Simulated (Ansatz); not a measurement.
Si (bcc): energy against volume

Method: DFT, revPBE, plane waves (420 eV) with PAW, scalar-relativistic in Ansatz. (PAW data from PBE, frozen cores regenerated.)

The cell is scaled uniformly from the relaxed one, with fractional coordinates and shape fixed. Energies are extrapolated to zero smearing, pressures are those at the given smearing. Magnetic state: spin not included.

A Birch-Murnaghan fit gives V₀ = 14.78 Å³/atom, B₀ = 92 GPa, B₀′ = 4.2.

(1) What are the energy above the minimum and the pressure at 13.570 Å³/atom?

(2) What are the energy above the minimum and the pressure at 14.160 Å³/atom?

(3) What are the energy above the minimum and the pressure at 15.930 Å³/atom?

## Answers

(1) 33.1 meV/atom and 9.47 GPa as computed.

(2) 8.1 meV/atom and 4.35 GPa as computed.

(3) 22.7 meV/atom and -5.87 GPa as computed.
